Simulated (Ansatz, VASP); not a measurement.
**Two plane-wave programs on Si**

```xyz
1
Lattice="2.7389 0.0000 0.0000 -1.3695 2.3720 0.0000 0.0000 0.0000 2.4090" Properties=species:S:1:pos:R:3 pbc="T T T"
Si    0.0000    0.0000    0.0000
```

Change from the starting cell: strain +0.050 along x and y, -0.025 along z, atoms carried along.

Alike in both runs: task single point; functional LDA; k mesh 24 × 24 × 24; occupations gaussian, width 0.15 eV; no spin polarisation.

|  | VASP | Ansatz |
| --- | --- | --- |
| version | VASP 6.6.1 | Ansatz 0.2.0 |
| potentials or method | VASP PAW LDA potentials, release 64 (Si) | scalar-relativistic, plane waves, PAW |
| plane-wave cutoff (eV) | 520 | 420 |
| valence electrons in the cell | 4 | 4 |

Ansatz gave:

| Property | Result |
| --- | --- |
| gap on the k mesh at the Fermi level (eV) | none |
| pressure (GPa) | -5.9 |
| largest component of the traceless stress (GPa) | 7.84 |

Problem. Which values does VASP return?

Solution. gap on the k mesh at the Fermi level (eV): none; pressure (GPa): -5.8; largest component of the traceless stress (GPa): 7.87.

A gap of «none» marks a metal or a gap that the smearing closes.
